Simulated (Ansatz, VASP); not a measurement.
# Two plane-wave programs on Ge

```
Ge
1.0
     0.00000    2.83795    2.83795
     2.83795    0.00000    2.83795
     2.83795    2.83795    0.00000
Ge
2
Direct
  0.87500 0.87500 0.87500
  0.12500 0.12500 0.12500
```

Alike in both runs: functional PBEsol; k mesh 13 × 13 × 13; occupations fermi-dirac, width 0.05 eV; no spin polarisation.

Ansatz relaxed the structure, and its values are those at the end. VASP's run is a single point on that final structure, the one shown.

```csv
,VASP,Ansatz
version,VASP 6.6.1,Ansatz 0.2.0
potentials or method,"VASP PAW PBE potentials, release 64 (Ge_d)","PAW with Ansatz's default frozen-core files, scalar-relativistic"
plane-wave cutoff (eV),520,420
valence electrons in the cell,28,28
```

VASP gave:

```
pressure (GPa) : -0.4
```

Task: Which values does Ansatz return?

Result: Pressure (GPa): 0.0.

Caveats: the PAW data sets were made with another functional, which shifts forces and pressure a little (VASP).
